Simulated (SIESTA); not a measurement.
Cu under changes of volume

One of the cells (11.810 Å³/atom); the others are scaled copies at fixed shape and fractional positions:

```xyz
1
Lattice="0.0000 1.8075 1.8075 1.8075 0.0000 1.8075 1.8075 1.8075 0.0000" Properties=species:S:1:pos:R:3 pbc="T T T"
Cu    0.0000    0.0000    0.0000
```

- Program: SIESTA 5.4.2
- Functional: PBE
- Potentials or basis: PseudoDojo 0.4 standard (PBE files)
- Basis: DZ (energy shift 0.003 Ry; two zetas on semicore shells)
- Grid cutoff: 800 Ry
- Energy shift: 0.003 Ry
- k mesh: 13 × 13 × 13
- Occupations: fermi-dirac, width 0.05 eV
- Spin: no spin polarisation

| volume (Å³/atom) | energy over the lowest point (meV/atom) | pressure (GPa) |
| --- | --- | --- |
| 11.102 | 15.35 | 8.7 |
| 11.338 | 5.04 | 5.2 |
| 11.574 | 0.00 | 1.6 |
| 11.810 | 0.08 | -1.7 |
| 12.047 | 4.73 | -4.4 |
| 12.283 | ? | ? |
| 12.519 | 24.48 | -8.9 |

Problem. What does the run at 12.283 Å³/atom give?

Solution. Energy over the lowest point 12.87 meV/atom; pressure -6.6 GPa.

Worked out: A Birch-Murnaghan fit of order 3 (a polynomial in V^(-2/3)) to the other rows has its minimum at 11.69 Å³/atom with B0 = V·E''(V) = 156 GPa and B' = 5.4. It gives 12.90 meV/atom at 12.283 Å³/atom, against the run's 12.87, and -dE/dV = -6.8 GPa, against -6.6.

Energies are extrapolated to zero smearing.

Caveats: the basis has no polarisation orbitals; short orbitals over semicore shells can move pressures by several GPa; the basis of atomic orbitals isn't converged, which shifts pressures, moduli and gaps.
